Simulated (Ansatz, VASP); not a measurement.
Two plane-wave programs on Zn

INCAR

```
ALGO = Fast
EDIFF = 1E-6
ENCUT = 520
GGA = PS
ISIF = 2
ISMEAR = 0
LASPH = True
LCHARG = False
LREAL = False
LWAVE = False
NBANDS = 12
NELM = 100
PREC = Accurate
SIGMA = 0.15
```

The input KPOINTS:

```
k-points
0
Gamma
  22 22 22
```

File POSCAR:

```
Zn
1.0
    0.0000000000      2.0741495628      1.7630271284
    2.0741495628      0.0000000000      1.7630271284
    2.0741495628      2.0741495628      0.0000000000
Zn
1
Direct
    0.0000000000      0.0000000000      0.0000000000
```

Input for Ansatz:

```yaml
crystal:
  lattice:
    - [0.0, 2.0741495628, 1.7630271284]
    - [2.0741495628, 0.0, 1.7630271284]
    - [2.0741495628, 2.0741495628, 0.0]
  atoms:
    - { symbol: Zn, position: [0.0, 0.0, 0.0] }
basis:
  ecutwfc: 420
kpoints:
  mp_grid: { grid: [22, 22, 22] }
hamiltonian:
  xc: pbesol
scf:
  occupations: { method: gaussian, width: 0.15 }
output:
  forces: true
  stress: true
  eigenvalues: true
```

Alike in both runs: task single point; functional PBEsol; k mesh 22 × 22 × 22; occupations gaussian, width 0.15 eV; no spin polarisation.

|  | VASP | Ansatz |
| --- | --- | --- |
| version | VASP 6.6.1 | Ansatz 0.2.0 |
| potentials or method | VASP PAW PBE potentials, release 64 (Zn) | scalar-relativistic, plane waves, PAW |
| plane-wave cutoff (eV) | 520 | 420 |
| valence electrons in the cell | 12 | 12 |

Ansatz gave:

```
gap on the k mesh at the Fermi level (eV)       : none
pressure (GPa)                                  : -4.7
largest component of the traceless stress (GPa) : 2.42
```

**Question.** What did VASP give for the same quantities?

**Answer.** gap on the k mesh at the Fermi level (eV): none; pressure (GPa): -4.3; largest component of the traceless stress (GPa): 2.42.

A gap of «none» marks a metal or a gap that the smearing closes.

Caveats: the PAW data sets were made with another functional, which shifts forces and pressure a little (VASP).
